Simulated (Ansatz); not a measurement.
# CdTe (F-43m) in Ansatz: a series of runs

The runs below take CdTe through single point, with PBE, HSE06, PBE0.

All numbers are computed with Ansatz 0.2.0; they aren't measurements. Logs are shortened: lines on timing, memory, paths and dates and some standing lists are left out, and cuts for length are marked.

**Experimental background.**

From a printed reference work, data compilation, for a bulk crystal of CdTe at 0 K: band gap 1.607 eV.

The runs below are set against these values where they give the same quantity.

**1. The structure**

Symmetry: F-43m, No. 216, cubic system. Conventional cell: a = 6.410 Å, b = 6.410 Å, c = 6.410 Å, α = 90.00°, β = 90.00°, γ = 90.00°. Te (site symmetry -43m) is surrounded by 4 Cd at 2.78 Å. Cd (site symmetry -43m) has 4 Te at 2.78 Å as nearest neighbours.

**2. Single point, PBE**

File input.yaml:

```yaml
crystal:
  lattice:
    - [0.0, 3.205, 3.205]
    - [3.205, 0.0, 3.205]
    - [3.205, 3.205, 0.0]
  atoms:
    - { symbol: Te, position: [0.75, 0.75, 0.75] }
    - { symbol: Cd, position: [0.0, 0.0, 0.0] }
kpoints:
  mp_grid: { grid: [6, 6, 6] }
scf:
  occupations: { method: fermi_dirac, width: 0.05 }
hamiltonian:
  xc: pbe
  pseudopotentials: { kind: all_electron, datasets: crystal }
output:
  forces: true
  stress: true
  eigenvalues: true
  elf: true
  volumetric_format: npy
```

Potentials or basis: all-electron PAW datasets made for the crystal.

Started as:

```console
$ ansatz run input.yaml --threads 1 --pin off --max-ram 3072MiB --backend cpu --events-out ev --progress --plain --runs-dir out
```

The log of the run:

```text
Warning: RAYON_NUM_THREADS=1 ignored (pool sized by the plan → 1); use --threads N
hamiltonian.pseudopotentials.datasets: crystal makes datasets for this crystal and solves the spheres of its atoms anew in each pass: cutoff 240.0 eV, the density's 960.0 eV; for an error of 0.50 meV an atom under PBE, 1.0 meV for the cell; an energy difference from a run of another recipe may be off by several times the error for the cell, under r2SCAN by more, where some 0.1 meV an atom stays at smaller errors; Cd in spheres of 1.376 Å, 12 of its electrons in bands, 8 on its site; Te in spheres of 1.376 Å, 6 of its electrons in bands, 10 on its site; only band paths and densities of states list, in semicore columns, the levels of the semicore shells that are solved separately: 4s of Cd, 4p of Cd, 4d of Te
Engine: ansatz 0.2.0, aarch64-unknown-linux-gnu
Pseudopotentials: kind: all_electron
Pseudopotential: Te, paw, valence charge 16, recommended cutoff 240 eV (normal), crystal/all_electron/pbe/scalar/gaussian/Te, Koelling and Harmon's equation, gaussian nucleus
Pseudopotential: Cd, paw, valence charge 20, recommended cutoff 240 eV (normal), crystal/all_electron/pbe/scalar/gaussian/Cd, Koelling and Harmon's equation, gaussian nucleus
Functional definition: PBE
  parameter kappa = 0.804
  parameter beta = 0.06672455060314922
  exchange = pbe_x(kappa = kappa, mu = beta*pi^2/3)
  correlation = pbe_c(beta = beta)
Crystal: 2 atoms, lattice volume = 65.844 Å³
Basis set: ecut = 240 eV, 537 PW (Γ), exchange–correlation on 48×48×48 points (8 copies of the dense FFT grid, shifted against one another)
Bands: 13, of which v1, the nominal top of the filled ones, is band 9 counted from 1 (8 counted from 0)
Symmetry: 24 space group operations
Space group: F-43m (ITA 216), of the structure as read, at distance tolerance 4.0e-5 Å
k-points: 16 of 216 (time reversal used)
Non-local potential: Te, projectors of the file, l = 0: 1, l = 1: 1
Non-local potential: Cd, projectors of the file, l = 0: 1, l = 1: 1, l = 2: 2
PAW form: soft (Blöchl's): semilocal exchange-correlation on the pseudo side does not see the compensation charge
PAW one-centre angular grid: Te, 110 points (default); XC on its mesh's 1857 points in the sphere
PAW one-centre angular grid: Cd, 590 points (default); XC on its mesh's 1869 points in the sphere
Initial density: superposition of atomic densities (neutral atoms: chi_scale 0, normalization atom)
Initial wavefunctions: pseudopotential atomic-orbital guess
Functional: x = pbe(κ = 0.804, μ = 0.2195149727645171), c = pbe(β = 0.06672455060314922)
iter 1 solved again at ethr=4.17e-3 eV; its pass at ethr=1.00e-1 eV (dr2=7.50e-1 eV) is discarded
SCF iter   1: F=—  HF=-337120.868310 eV  |F-HF|=—  |Δ(HF+E_count)|=         —  Δρ=2.39e-2  dr2=7.09e-1  ethr=4.17e-3  ⟨swp⟩=4.4  Hψ=1283  notcnv=0
preconditioner: auto → none  [insulator: Δε(μ)=1.136 eV  Ē_g=11.060 eV  σ=0.050 eV  W_gap=1.00  n_scr=14 (ndim 8)  ℏωp=19.4 eV  f_vac=0.004  D(μ)=0.00/eV (n_scr^D=0)  ε∞_Penn≈4.1]
iter 2 solved again at ethr=2.39e-4 eV; its pass at ethr=3.94e-3 eV (dr2=4.30e-2 eV) is discarded
SCF iter   2: F=—  HF=-337120.657188 eV  |F-HF|=—  |Δ(HF+E_count)|=   2.11e-1  Δρ=9.45e-3  dr2=4.35e-2  ethr=2.39e-4  ⟨swp⟩=2.1  Hψ=1064  notcnv=0
SCF iter   3: F=—  HF=-337120.648021 eV  |F-HF|=—  |Δ(HF+E_count)|=   9.17e-3  Δρ=4.08e-3  dr2=9.98e-3  ethr=2.39e-4  ⟨swp⟩=3.0  Hψ=527  notcnv=0
SCF iter   4: F=—  HF=-337120.648565 eV  |F-HF|=—  |Δ(HF+E_count)|=   5.44e-4  Δρ=1.03e-3  dr2=5.98e-4  ethr=5.55e-5  ⟨swp⟩=3.0  Hψ=461  notcnv=0
SCF iter   5: F=—  HF=-337120.649982 eV  |F-HF|=—  |Δ(HF+E_count)|=   1.42e-3  Δρ=2.64e-4  dr2=2.60e-5  ethr=3.32e-6  ⟨swp⟩=3.0  Hψ=558  notcnv=0
SCF iter   6: F=—  HF=-337120.649982 eV  |F-HF|=—  |Δ(HF+E_count)|=   1.37e-7  Δρ=1.11e-4  dr2=4.27e-6  ethr=1.44e-7  ⟨swp⟩=2.7  Hψ=372  notcnv=0
SCF iter   7: F=—  HF=-337120.649984 eV  |F-HF|=—  |Δ(HF+E_count)|=   1.94e-6  Δρ=9.73e-6  dr2=5.36e-8  ethr=2.37e-8  ⟨swp⟩=3.0  Hψ=388  notcnv=0
SCF iter   8: F=-337120.649984 eV  HF=-337120.649984 eV  |F-HF|=5.24e-10  |Δ(HF+E_count)|=   1.24e-8  Δρ=1.39e-6  dr2=8.69e-10  ethr=2.98e-10  ⟨swp⟩=3.0  Hψ=441  notcnv=0
SCF 1 converged in 8 iterations: F = -337120.649983 eV  dr2 = 8.69e-10
  Residual-converged pass: ⟨swp⟩=3.0  Hψ=420  notcnv=0  max |occ|·‖R‖ = 4.8e-6 eV (tolerance 5.3e-6 eV)  dr2=8.30e-10  dr2_onsite=2.50e-9  max |Δocc| = 8.5e-15
SCF converged after 8 iterations
Free energy (F): -337120.649983 eV
Harris-Foulkes:  -337120.649983 eV  (|F-HF|=5.24e-10)
Internal energy: -337120.649980 eV  (E = F + TS)
E sigma→0 (E₀):  -337120.649982 eV
Entropy (-TS):   -0.000003 eV (-0.001 meV/atom)
Past the cutoff: the bands carry plane waves up to 1.75 times it, of which those up to 1.5 times it add -0.000340 eV an atom, each by itself; the spheres take 0.000428 eV an atom off the energy for waves past 1.75 times it
By the cutoff:   a pressure is off by up to 0.007 GPa (1.2 times the spheres' own share and the shells' term, over an atom's volume, and 0.004 GPa: a bound that held against runs at twice the plane waves)
Past the cutoffs: a stress includes 0.0016 GPa for waves and charges beyond them, in addition to the slope of what the spheres take
In the spheres:  the bands' charges fall short by 4.3e-7 e at most (sound up to 1e-3), those of shells solved beside the bands by 3.6e-7 e (sound up to 5e-4)
Fermi energy:    9.814137 eV
--- Per-component energies (eV) ---
  E_band       = 51.331985
  E_kinetic    = 188.162969
  E_local      = -4984.509021  (includes V_loc(G=0)·N_el)
  E_nonlocal   = 313.508108
  E_hartree    = 2403.984255
  E_xc         = -143.138482
  E_vxc        = -159.016678  (∫ρ·V_xc dr)
  E_paw        = -341913.472545  (= ΣΔE_a)
  E_vpaw       = -11084.343515  (= ΣTr[D̂ρ^β])
  E_ewald      = -3954.745301
  E_smearing   = -0.000003  (= −TS)
  E_closure    = 10969.560036  (closes the sum)
  Σ components = -337120.649983   (vs F -337120.649983, Δ=0.00e0)
  The terms above E_closure are by the made datasets' own strengths, without shells solved beside the bands.
--- Forces (eV/Å), atoms counted from 1 ---
  atom   1  Te     0.00000000    -0.00000000    -0.00000000
  atom   2  Cd    -0.00000000     0.00000000     0.00000000
  max |Σ_I F_I| component: 3.24e-17 eV/Å
--- Stress (GPa, compression-positive) ---
        4.273323       0.000000       0.000000
        0.000000       4.273323       0.000000
       -0.000000       0.000000       4.273323
  P = ⅓ Tr σ = 4.2733 GPa (42.733 kbar)
  It holds what live shells' own plane waves past their cutoff add
--- Band table (eV; the first three rows and the last of 16) ---
  k-point 0: bands = ["-2.0175", "0.9483", "0.9483", "0.9483", "1.2339", "1.2339", "9.3499", "9.3499", "9.3499", "10.2214", "13.9449"]
  k-point 1: bands = ["-1.9099", "0.9688", "0.9688", "1.0348", "1.2325", "1.2325", "7.5728", "9.1063", "9.1063", "11.2891", "14.0981"]
  k-point 2: bands = ["-1.6943", "1.0041", "1.0041", "1.2369", "1.2369", "1.3345", "5.6404", "8.7015", "8.7015", "11.3224", "14.5869"]
  k-point 15: bands = ["-1.4601", "1.0904", "1.0955", "1.1813", "1.2471", "1.8344", "4.9758", "7.0123", "7.0975", "13.1149", "13.1232"]
```

Wall time 6.1 s (1 thread of Arm Neoverse V1, shared host); peak memory 0.46 GiB.

Results:

| Property | Result |
| --- | --- |
| Free energy | -337120.6500 eV |
| Pressure | 4.3 GPa |
| Band gap on the k mesh | 0.87 eV, direct |

Caveat: spin-orbit coupling is left out, which moves the levels of the heavy elements.

**3. Single point, HSE06**

input.yaml, as its differences from that of step 2:

```diff
@@ -13,3 +13,3 @@
 hamiltonian:
-  xc: pbe
+  xc: hse06
   pseudopotentials: { kind: all_electron, datasets: crystal }
@@ -18,4 +18 @@
   stress: true
-  eigenvalues: true
-  elf: true
-  volumetric_format: npy
```

Potentials or basis: all-electron PAW datasets made for the crystal.

Started as:

```console
$ ansatz run input.yaml --threads 1 --pin off --max-ram 3072MiB --backend cpu --events-out ev --progress --plain --runs-dir out
```

The log of the run:

```text
Warning: RAYON_NUM_THREADS=1 ignored (pool sized by the plan → 1); use --threads N
hamiltonian.pseudopotentials.datasets: crystal makes datasets for this crystal and solves the spheres of its atoms anew in each pass: cutoff 270.0 eV, the density's 1080.0 eV;, for an error of 0.50 meV an atom under PBE, 1.0 meV for the cell; an energy difference from a run of another recipe may be off by several times the error for the cell, under r2SCAN by more, where some 0.1 meV an atom stays at smaller errors; Cd in spheres of 1.376 Å, 20 of its electrons in bands; Te in spheres of 1.376 Å, 16 of its electrons in bands
[... 2 set-up lines as earlier in the session ...]
Pseudopotential: Te, paw, valence charge 16, recommended cutoff 270 eV (normal), crystal/all_electron/pbe/scalar/gaussian/Te, Koelling and Harmon's equation, gaussian nucleus
Pseudopotential: Cd, paw, valence charge 20, recommended cutoff 270 eV (normal), crystal/all_electron/pbe/scalar/gaussian/Cd, Koelling and Harmon's equation, gaussian nucleus
Functional definition: HSE06
[... 63 lines left out ...]
--- Forces (eV/Å), atoms counted from 1 ---
  atom   1  Te     0.00000000    -0.00000000     0.00000000
  atom   2  Cd    -0.00000000     0.00000000     0.00000000
  max |Σ_I F_I| component: 2.98e-17 eV/Å
--- Stress (GPa, compression-positive) ---
        3.330778      -0.000000      -0.000000
        0.000000       3.330778       0.000000
       -0.000000       0.000000       3.330778
  P = ⅓ Tr σ = 3.3308 GPa (33.308 kbar)
--- Band table (eV; the first three rows and the last of 16) ---
  k-point 0: bands = ["-98.5691", "-58.2767", "-58.2767", "-58.2767", "-29.4964", "-29.4964", "-29.4964", "-29.4847", "-29.4847", "-3.5194", "-0.8802", "-0.8802", "-0.8802", "-0.5903", "-0.5903", "8.8607", "8.8607", "8.8607", "10.6095"]
  k-point 1: bands = ["-98.5691", "-58.2767", "-58.2767", "-58.2766", "-29.4964", "-29.4963", "-29.4963", "-29.4846", "-29.4846", "-3.4076", "-0.8600", "-0.8600", "-0.7733", "-0.5918", "-0.5918", "7.0610", "8.6026", "8.6026", "11.6438"]
  k-point 2: bands = ["-98.5691", "-58.2766", "-58.2766", "-58.2765", "-29.4964", "-29.4962", "-29.4962", "-29.4845", "-29.4845", "-3.1945", "-0.8248", "-0.8248", "-0.5884", "-0.5884", "-0.4166", "4.9060", "8.1680", "8.1680", "11.6773"]
  k-point 15: bands = ["-98.5691", "-58.2766", "-58.2766", "-58.2764", "-29.4967", "-29.4960", "-29.4958", "-29.4845", "-29.4842", "-2.9797", "-0.7374", "-0.7345", "-0.6434", "-0.5780", "0.1696", "4.2009", "6.3381", "6.4593", "13.3509"]
```

It took 11 min on 1 thread of Arm Neoverse V1, shared host; peak memory 1.2 GiB.

What came out:

```yaml
Free_energy: -337120.5570 eV
Pressure: 3.3 GPa
Band_gap_on_the_k_mesh: 1.75 eV, direct
```

Caveat: spin-orbit coupling is left out, which moves the levels of the heavy elements.

**4. Single point, PBE0**

input.yaml, as its differences from that of step 3:

```diff
@@ -13,3 +13,3 @@
 hamiltonian:
-  xc: hse06
+  xc: pbe0
   pseudopotentials: { kind: all_electron, datasets: crystal }
```

Potentials or basis: all-electron PAW datasets made for the crystal.

Started as:

```console
$ ansatz run input.yaml --threads 1 --pin off --max-ram 3072MiB --backend cpu --events-out ev --progress --plain --runs-dir out
```

The log of the run:

```text
Warning: RAYON_NUM_THREADS=1 ignored (pool sized by the plan → 1); use --threads N
hamiltonian.pseudopotentials.datasets: crystal makes datasets for this crystal and solves the spheres of its atoms anew in each pass: cutoff 270.0 eV, the density's 1080.0 eV;, for an error of 0.50 meV an atom under PBE, 1.0 meV for the cell; an energy difference from a run of another recipe may be off by several times the error for the cell, under r2SCAN by more, where some 0.1 meV an atom stays at smaller errors; Cd in spheres of 1.376 Å, 20 of its electrons in bands; Te in spheres of 1.376 Å, 16 of its electrons in bands
[... 4 set-up lines as earlier in the session ...]
Functional definition: PBE0
  parameter a = 0.25
[... 2 set-up lines as earlier in the session ...]
  exchange = (1 - a)*pbe_x(kappa = kappa, mu = beta*pi^2/3) + a*exact_x
[... 63 lines left out ...]
  max |Σ_I F_I| component: 4.16e-17 eV/Å
--- Stress (GPa, compression-positive) ---
        3.227189       0.000000      -0.000000
        0.000000       3.227189       0.000000
       -0.000000       0.000000       3.227189
  P = ⅓ Tr σ = 3.2272 GPa (32.272 kbar)
--- Band table (eV; the first three rows and the last of 16) ---
  k-point 0: bands = ["-99.0034", "-58.7057", "-58.7057", "-58.7057", "-29.9116", "-29.9116", "-29.9116", "-29.9001", "-29.9001", "-3.9441", "-1.2974", "-1.2974", "-1.2974", "-1.0066", "-1.0066", "8.5351", "8.5351", "8.5351", "10.8841"]
  k-point 1: bands = ["-99.0034", "-58.7057", "-58.7057", "-58.7057", "-29.9116", "-29.9115", "-29.9115", "-29.9000", "-29.9000", "-3.8313", "-1.2773", "-1.2773", "-1.1913", "-1.0082", "-1.0082", "6.6918", "8.2698", "8.2698", "11.9469"]
  k-point 2: bands = ["-99.0034", "-58.7057", "-58.7057", "-58.7055", "-29.9116", "-29.9114", "-29.9114", "-29.8999", "-29.8999", "-3.6155", "-1.2420", "-1.2420", "-1.0051", "-1.0051", "-0.8349", "4.4881", "7.8228", "7.8228", "11.9889"]
  k-point 15: bands = ["-99.0034", "-58.7057", "-58.7056", "-58.7054", "-29.9118", "-29.9112", "-29.9110", "-29.8998", "-29.8996", "-3.3980", "-1.1545", "-1.1522", "-1.0605", "-0.9951", "-0.2458", "3.7793", "5.9472", "6.0708", "13.6817"]
```

Run time: 12 min. Hardware: 1 thread of Arm Neoverse V1, shared host; peak memory 1.2 GiB.

What came out:

| Quantity | Value |
| --- | --- |
| Free energy | -337119.0647 eV |
| Pressure | 3.2 GPa |
| Band gap on the k mesh | 2.35 eV, direct |

Levels at points of the mesh, in eV from the valence-band top:
| k point | band 14 | band 15 | band 16 | band 17 | band 18 | band 19 |
| --- | --- | --- | --- | --- | --- | --- |
| (0.00, 0.00, 0.00) | -9.54 | -9.54 | 0.00 | 0.00 | 0.00 | 2.35 |
| (0.00, 0.00, -0.50) | -9.53 | -9.06 | -5.05 | -0.91 | -0.91 | 3.32 |
| (0.00, -0.50, -0.50) | -9.51 | -8.85 | -4.88 | -2.17 | -2.17 | 3.84 |

Caveat: spin-orbit coupling is left out, which moves the levels of the heavy elements.

**5. Overview**

```csv
level,cutoff (eV),gap on the mesh (eV),pressure (GPa)
PBE,240,0.87,4.3
HSE06,270,1.75,3.3
PBE0,270,2.35,3.2
```

Alike in all rows: task single point; potentials or basis all-electron PAW datasets made for the crystal; no spin polarisation; cell as given; k mesh 6 × 6 × 6; smearing fermi-dirac 0.05 eV.

On the cell as given the gap runs from 0.87 eV (PBE) to 2.35 eV (PBE0). The pressure there spans 3.2 GPa (PBE0) to 4.3 GPa (PBE); a positive pressure means that this level wants a larger cell, a negative one a smaller.

Caveats: spin-orbit coupling is left out, which moves the levels of the heavy elements.

Compare energies only between runs with the same functional and basis.

**6. Against experiment**

Step 2. A measured gap of CdTe is 1.607 eV (0 K; a printed reference work, data compilation); the calculated 0.87 eV misses it by -0.74 eV. Spin-orbit coupling on Cd, Te is left out. The value is that of PBE, without temperature or zero-point motion. Semilocal functionals fall short of measured gaps as a rule.

Step 3. Measured gap of CdTe: 1.607 eV (0 K; a printed reference work, data compilation). This calculation gives 1.75 eV (+0.14 eV). Spin-orbit coupling on Cd, Te is left out. The value is that of HSE06, without temperature or zero-point motion.

Step 4. Measured gap of CdTe: 1.607 eV (0 K; a printed reference work, data compilation). This calculation gives 2.35 eV (+0.74 eV). Spin-orbit coupling on Cd, Te is left out. The value is that of PBE0, without temperature or zero-point motion.
